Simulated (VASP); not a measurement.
MoS2:

```
Mo S
1.0
     3.16900    0.00000    0.00000
    -1.58450    2.74443    0.00000
     0.00000    0.00000   12.32400
Mo S
2 4
Direct
  0.66667 0.33333 0.75000
  0.33333 0.66667 0.25000
  0.66667 0.33333 0.37700
  0.33333 0.66667 0.87700
  0.66667 0.33333 0.12300
  0.33333 0.66667 0.62300
```

- Program: VASP 6.6.1
- Task: single point
- Functional: PBEsol
- Potentials or basis: VASP PAW PBE potentials, release 64 (Mo_sv, S)
- Cutoff: 520 eV
- k mesh: 10 × 10 × 3
- Occupations: fermi-dirac, width 0.05 eV
- Spin: no spin polarisation

On this cell: pressure -3.0 GPa; largest force 0.312 eV/Å; band gap on the k mesh 0.90 eV, indirect (least direct gap 1.87 eV).

The same run follows on a disturbed copy (atoms moved at random, drawn with an rms of 0.05 Å):

```
Mo S
1.0
     3.16900    0.00000    0.00000
    -1.58450    2.74443    0.00000
     0.00000    0.00000   12.32400
Mo S
2 4
Direct
  0.68274 0.33982 0.75201
  0.33925 0.65234 0.25137
  0.66681 0.34133 0.37882
  0.32838 0.64731 0.87916
  0.67197 0.34127 0.12367
  0.34598 0.67013 0.62281
```

**Question.** What does the disturbed cell give?

**Answer.** The energy moves by +17.4 meV/atom; pressure -3.7 GPa; largest force 1.478 eV/Å; band gap on the k mesh 0.88 eV, indirect (least direct gap 1.76 eV).

Forces in eV/Å, atoms in the order of the input:
```
Mo  -0.324 -0.750 -0.412
Mo  -0.896  1.174 -0.062
S    0.532 -0.592 -0.346
S    0.263  0.643 -0.335
S    0.368 -0.581  0.407
S    0.057  0.107  0.748
```

Stress tensor (GPa, compression positive):
```
-2.81 -0.24  0.83
-0.24 -4.56  1.17
 0.83  1.17 -3.71
```

Caveats: the PAW data sets were made with another functional, which shifts forces and pressure a little; an odd mesh through Γ misses points on the zone boundary, where band edges often lie; this functional lacks dispersion, which binds the layers, so the pressure and a relaxed spacing across them are unreliable (some runs).
